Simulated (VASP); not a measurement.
# Si (Fd-3m) in VASP: notebook

One crystal, Si, is run at these levels: HSE06; tasks: relaxation of cell and atoms, single point.

Program: VASP 6.6.1. These are calculated values, not measurements. Logs are shortened: lines on timing, memory, paths and dates and some standing lists are left out, and cuts for length are marked.

## 1. The crystal as given

The structure is cubic, space group Fd-3m (No. 227). The conventional cell has a = 5.427 Å, b = 5.427 Å, c = 5.427 Å, α = 90.00°, β = 90.00°, γ = 90.00°. Around Si (site symmetry -43m) lie 4 Si at 2.35 Å.

## 2. Relaxation of cell and atoms, HSE06

The input, POSCAR:

```
Si
1.0
    0.0000000000      2.7135600000      2.7135600000
    2.7135600000      0.0000000000      2.7135600000
    2.7135600000      2.7135600000      0.0000000000
Si
2
Direct
    0.7500000000      0.7500000000      0.7500000000
    0.5000000000      0.5000000000      0.5000000000
```

The input, INCAR.step1:

```
SYSTEM = Si
PREC = Accurate
ENCUT = 520
EDIFF = 1E-5
ISMEAR = 0
SIGMA = 0.02
LREAL = .FALSE.
LASPH = .TRUE.
NELM = 60
ALGO = Normal
LWAVE = .TRUE.
LCHARG = .FALSE.
KPAR = 4
GGA = PE
```

The input, INCAR.step2:

```
SYSTEM = Si
PREC = Accurate
ENCUT = 520
EDIFF = 1E-7
ISMEAR = 0
SIGMA = 0.02
LREAL = .FALSE.
LASPH = .TRUE.
NELM = 60
ALGO = Normal
ISIF = 3
LWAVE = .FALSE.
LCHARG = .FALSE.
GGA = PE
LHFCALC = .TRUE.
HFSCREEN = 0.2
PRECFOCK = Fast
IBRION = 2
NSW = 80
EDIFFG = -0.01
KPAR = 4
ISTART = 1
```

The input, KPOINTS:

```
Automatic mesh
0
G
  6 6 6
  0 0 0
```

Potentials or basis: VASP PAW PBE potentials, release 64 (Si).

Launch:

```sh
cat potpaw_PBE.64/Si/POTCAR > POTCAR
cp INCAR.step1 INCAR
mpirun -np 4 vasp_std > vasp.out
cp INCAR.step2 INCAR
mpirun -np 4 vasp_std > vasp.out
```

OUTCAR:

```text
SYSTEM = Si
   PREC = Accurate
   ENCUT = 520
   EDIFF = 1E-7
   ISMEAR = 0
   LREAL = .FALSE.
   LASPH = .TRUE.
   NELM = 60
   ISIF = 3
   GGA = PE
   LHFCALC = .TRUE.
   HFSCREEN = 0.2
   PRECFOCK = Fast
   IBRION = 2
   NSW = 80
   EDIFFG = -0.01
   ISTART = 1

 ion  position               nearest neighbor table
   1  0.750  0.750  0.750-   2 2.35   2 2.35   2 2.35   2 2.35
   2  0.500  0.500  0.500-   1 2.35   1 2.35   1 2.35   1 2.35

  LATTYP: Found a face centered cubic cell.
 ALAT       =     5.4271200000

  Lattice vectors:

 A1 = (   0.0000000000,   2.7135600000,   2.7135600000)
 A2 = (   2.7135600000,   0.0000000000,   2.7135600000)
 A3 = (   2.7135600000,   2.7135600000,   0.0000000000)

Analysis of symmetry for initial positions (statically):
=====================================================================
 Subroutine PRICEL returns:
 Original cell was already a primitive cell.

 Routine SETGRP: Setting up the symmetry group for a
 face centered cubic supercell.

 Subroutine GETGRP returns: Found 48 space group operations
 (whereof 24 operations were pure point group operations)
 out of a pool of 48 trial point group operations.

The static configuration has the point symmetry T_d .
 The point group associated with its full space group is O_h .

Analysis of symmetry for dynamics (positions and initial velocities):
=====================================================================
 Subroutine PRICEL returns:
 Original cell was already a primitive cell.

 Routine SETGRP: Setting up the symmetry group for a
 face centered cubic supercell.

 Subroutine GETGRP returns: Found 48 space group operations
 (whereof 24 operations were pure point group operations)
 out of a pool of 48 trial point group operations.

The dynamic configuration has the point symmetry T_d .
 The point group associated with its full space group is O_h .

 Subroutine INISYM returns: Found 48 space group operations
 (whereof 24 operations are pure point group operations),
 and found     1 'primitive' translations

----------------------------------------------------------------------------------------

                                     Primitive cell

  volume of cell :      39.9621

  direct lattice vectors                    reciprocal lattice vectors
     0.000000000  2.713560000  2.713560000    -0.184259792  0.184259792  0.184259792
     2.713560000  0.000000000  2.713560000     0.184259792 -0.184259792  0.184259792
     2.713560000  2.713560000  0.000000000     0.184259792  0.184259792 -0.184259792

  length of vectors
     3.837553354  3.837553354  3.837553354     0.319147321  0.319147321  0.319147321

  position of ions in fractional coordinates (direct lattice)
     0.750000000  0.750000000  0.750000000
     0.500000000  0.500000000  0.500000000

  ion indices of the primitive-cell ions
   primitive index   ion index
                 1           1
                 2           2

----------------------------------------------------------------------------------------

 KPOINTS: Automatic mesh

Automatic generation of k-mesh.
 Grid dimensions read from file:
 generate k-points for:    6    6    6

 Generating k-lattice:

  Cartesian coordinates                     Fractional coordinates (reciprocal lattice)
    -0.030709965  0.030709965  0.030709965     0.166666667  0.000000000  0.000000000
     0.030709965 -0.030709965  0.030709965     0.000000000  0.166666667  0.000000000
     0.030709965  0.030709965 -0.030709965     0.000000000  0.000000000  0.166666667

  Length of vectors
     0.053191220  0.053191220  0.053191220

  Shift w.r.t. Gamma in fractional coordinates (k-lattice)
     0.000000000  0.000000000  0.000000000

 Subroutine IBZKPT returns following result:
 ===========================================

 Found     16 irreducible k-points:

 Following reciprocal coordinates:
            Coordinates               Weight
  0.000000  0.000000  0.000000      1.000000
  0.166667  0.000000  0.000000      8.000000
  0.333333  0.000000  0.000000      8.000000
  0.500000  0.000000  0.000000      4.000000
  0.166667  0.166667  0.000000      6.000000
  0.333333  0.166667  0.000000     24.000000
[... 8 lines left out ...]
 -0.333333  0.333333  0.166667     24.000000
 -0.333333  0.500000  0.166667     12.000000
   k-points           NKPTS =     16   k-points in BZ     NKDIM =    216   number of bands    NBANDS=      8
   number of dos      NEDOS =    301   number of ions     NIONS =      2
   total plane-waves  NPLWV =  27000
   dimension x,y,z NGX =    30 NGY =   30 NGZ =   30
   dimension x,y,z NGXF=    60 NGYF=   60 NGZF=   60
   ions per type =               2
   NGX,Y,Z   is equivalent  to a cutoff of  13.00, 13.00, 13.00 a.u.
   NGXF,Y,Z  is equivalent  to a cutoff of  25.99, 25.99, 25.99 a.u.
 SYSTEM =  Si
   PREC   = accura    normal or accurate (medium, high low for compatibility)
   ISTART =      1    job   : 0-new  1-cont  2-samecut
   ICHARG =      0    charge: 1-file 2-atom 10-const
   ISPIN  =      1    spin polarized calculation?
   LNONCOLLINEAR =      F non collinear calculations
   LSORBIT =      F    spin-orbit coupling
   LASPH  =      T    aspherical Exc in radial PAW
   ENCUT  =  520.0 eV  38.22 Ry    6.18 a.u.   7.14  7.14  7.14*2*pi/ulx,y,z
   NELM   =     60;   NELMIN=  2; NELMDL=  0     # of ELM steps
   EDIFF  = 0.1E-06   stopping-criterion for ELM
   LREAL  =      F    real-space projection
   EDIFFG = -.1E-01   stopping-criterion for IOM
   NSW    =     80    number of steps for IOM
   IBRION =      2    ionic relax: 0-MD 1-quasi-New 2-CG
   NFREE  =      1    steps in history (QN), initial steepest desc. (CG)
   ISIF   =      3    stress and relaxation
   ISYM   =      3    0-nonsym 1-usesym 2-fastsym
   POTIM  = 0.5000    time-step for ionic-motion
   TEBEG  =    0.0;   TEEND  =   0.0 temperature during run
   PSTRESS=    0.0 pullay stress
   NELECT =       8.0000    total number of electrons
   NUPDOWN=      -1.0000    fix difference up-down
   EMIN   =  10.00;   EMAX   =-10.00  energy-range for DOS
   EFERMI =   0.00;   METHOD = LEGACY
   ISMEAR =     0;   SIGMA  =   0.02  broadening in eV -4-tet -1-fermi 0-gaus
   EFERMI_NEDOS =   21; number of points for ismear=-14 and -15
   IALGO  =     38    algorithm
   IMIX   =      1    mixing-type and parameters
     AMIX     =   0.40;   BMIX     =  1.00
     AMIX_MAG =   1.60;   BMIX_MAG =  1.00
  volume/ion in A,a.u.               =      19.98       134.84
  Fermi-wavevector in a.u.,A,eV,Ry     =   0.957684  1.809760 12.478691  0.917158
  Thomas-Fermi vector in A             =   2.086724
   LORBIT       =      0    0 simple, 1 ext, 2 COOP (PROOUT), +10 PAW based schemes
   GGA     = PE    functional components
   LHFCALC =     T    Hartree Fock is set to
   PRECFOCK=fast      Normal, Fast or Accurate (Low or Medium for compatibility)
   ENCUT4O =  -1.0   cutoff for four orbital integrals eV
   NKREDX  =     1    reduce k-point grid by
   NKREDY  =     1    reduce k-point grid by
   NKREDZ  =     1    reduce k-point grid by
   AEXX    =    0.2500 exact exchange contribution
   HFSCREEN=    0.2000 screening length (either q_TF or 0.3 A-1)
   HFSCREENC=   0.2000 screening length for correlation (either q_TF or 0.3 A-1)
   ENCUTFOCK=  -1.0 apply spherical cutoff to Coloumb kernel
   IVDW    =     0    specifies the selected vdW correction
   LEPSILON=     F    determine dielectric tensor
   LRPA    =     F    only Hartree local field effects (RPA)
 conjugate gradient relaxation of ions
 non-spin polarized calculation
 Gauss-broadening in eV      SIGMA  =   0.02
  energy-cutoff  :      520.00
  volume of cell :       39.96
 maximum number of plane-waves:      1090
 NGX is ok and might be reduce to    30
  NGX = 16; NGY = 16; NGZ = 16

--------------------------------------- Ionic step        1  -------------------------------------------

 number of electron       8.0000000 magnetization

 Free energy of the ion-electron system (eV)
  ---------------------------------------------------
  ext. energy  EPLUGINS =         0.00000000
  ---------------------------------------------------
  free energy    TOTEN  =       -12.56750226 eV

  energy without entropy =      -12.56750226  energy(sigma->0) =      -12.56750226

------------------------ aborting loop because EDIFF is reached ----------------------------------------

  FORCE on cell =-STRESS in cart. coord.  units (eV):
  Direction    XX          YY          ZZ          XY          YZ          ZX
  --------------------------------------------------------------------------------------
  -------------------------------------------------------------------------------------
  Total        0.0996503      0.0996503      0.0996503      0.0000000     -0.0000000      0.0000000
  in kB        3.9952210      3.9952210      3.9952210      0.0000000     -0.0000000      0.0000000
  external PRESSURE =       3.9952210 kB  Pullay stress =       0.0000000 kB

 VOLUME and BASIS-vectors are now :
 -----------------------------------------------------------------------------
  energy-cutoff  :      520.00
  volume of cell :       39.96
      direct lattice vectors                 reciprocal lattice vectors
     0.000000000  2.713560000  2.713560000    -0.184259792  0.184259792  0.184259792
     2.713560000  0.000000000  2.713560000     0.184259792 -0.184259792  0.184259792
     2.713560000  2.713560000  0.000000000     0.184259792  0.184259792 -0.184259792
[... 37 lines left out ...]
 POSITION                                       TOTAL-FORCE (eV/Angst)
 -----------------------------------------------------------------------------------
      4.08012      4.08012      4.08012         0.000000      0.000000      0.000000
      2.72008      2.72008      2.72008        -0.000000     -0.000000     -0.000000
 -----------------------------------------------------------------------------------
    total drift:                               -0.000000      0.000000     -0.000000

  FREE ENERGIE OF THE ION-ELECTRON SYSTEM (eV)
  ---------------------------------------------------
  free  energy   TOTEN  =       -12.5675700803 eV

  energy  without entropy=      -12.5675700803  energy(sigma->0) =      -12.56757008

--------------------------------------- Ionic step        3  -------------------------------------------

 number of electron       8.0000000 magnetization

 Free energy of the ion-electron system (eV)
  ---------------------------------------------------
  ext. energy  EPLUGINS =         0.00000000
  ---------------------------------------------------
  free energy    TOTEN  =       -12.56769875 eV

  energy without entropy =      -12.56769875  energy(sigma->0) =      -12.56769875

 E-fermi :   5.5640     XC(G=0):  -7.8287

 val. band max:        5.4469389369   @ k =   0.0000   0.0000   0.0000
 cond. band min:       6.7588073999   @ k =   0.5000   0.5000   0.0000
 fundamental gap:      1.3118684630
 Fermi energy:         5.5640480974

 k-point     1 :       0.0000    0.0000    0.0000
  band No.  band energies     occupation
      1      -7.8351      2.00000
      2       5.4469      2.00000
      3       5.4469      2.00000
      4       5.4469      2.00000
      5       8.7892      0.00000
      6       8.7892      0.00000
      7       8.7892      0.00000
      8       9.7658      0.00000

 k-point     2 :       0.1667    0.0000    0.0000
  band No.  band energies     occupation
      1      -7.4352      2.00000
      2       2.8892      2.00000
      3       4.9741      2.00000
      4       4.9741      2.00000
      5       8.5698      0.00000
      6       9.4763      0.00000
      7       9.4763      0.00000
      8      11.9047      0.00000
[... 174 lines left out ...]
 POSITION                                       TOTAL-FORCE (eV/Angst)
 -----------------------------------------------------------------------------------
      4.07572      4.07572      4.07572         0.000000      0.000000      0.000000
      2.71714      2.71714      2.71714        -0.000000     -0.000000     -0.000000
 -----------------------------------------------------------------------------------
    total drift:                               -0.000000     -0.000000     -0.000000

  FREE ENERGIE OF THE ION-ELECTRON SYSTEM (eV)
  ---------------------------------------------------
  free  energy   TOTEN  =       -12.5676987511 eV

  energy  without entropy=      -12.5676987511  energy(sigma->0) =      -12.56769875

 reached required accuracy - stopping structural energy minimisation
```

Run time: 71 s. Hardware: 4 MPI ranks of Intel Xeon 6975P-C (Granite Rapids), shared host; peak memory 0.24 GiB.

What came out:

| Property | Result |
| --- | --- |
| Free energy | -12.5677 eV |
| Relaxed volume | 20.06 Å³/atom |
| Relaxed cell | a = 3.843 Å, b = 3.843 Å, c = 3.843 Å, α = 60.00°, β = 60.00°, γ = 60.00° |
| Space group after relaxing (to 0.05 Å) | Fd-3m (No. 227) |
| Energy gained by relaxing | 0.1 meV/atom |
| Ionic steps | 3 |
| Pressure after relaxing | 0.0 GPa |
| Band gap on the k mesh | 1.31 eV, indirect (least direct gap 3.34 eV) |

Step by step:
| step | energy change (eV) | largest force (eV/Å) | pressure (GPa) | volume (Å³) |
| --- | --- | --- | --- | --- |
| 1 | 0.0000 | 0.0000 | 0.40 | 39.96 |
| 2 | -0.0001 | 0.0000 | -0.31 | 40.25 |
| 3 | -0.0002 | 0.0000 | 0.00 | 40.12 |

Final structure:
```yaml
crystal:
  lattice:
    - [0.00000, 2.71714, 2.71714]
    - [2.71714, 0.00000, 2.71714]
    - [2.71714, 2.71714, 0.00000]
  atoms:
    - { symbol: Si, position: [0.75000, 0.75000, 0.75000] }
    - { symbol: Si, position: [0.50000, 0.50000, 0.50000] }
```

Caveat: the PAW data sets were made with another functional, which shifts forces and pressure a little. Zero-point motion and thermal expansion aren't in these numbers.

(Continued in part 2 of 2.)
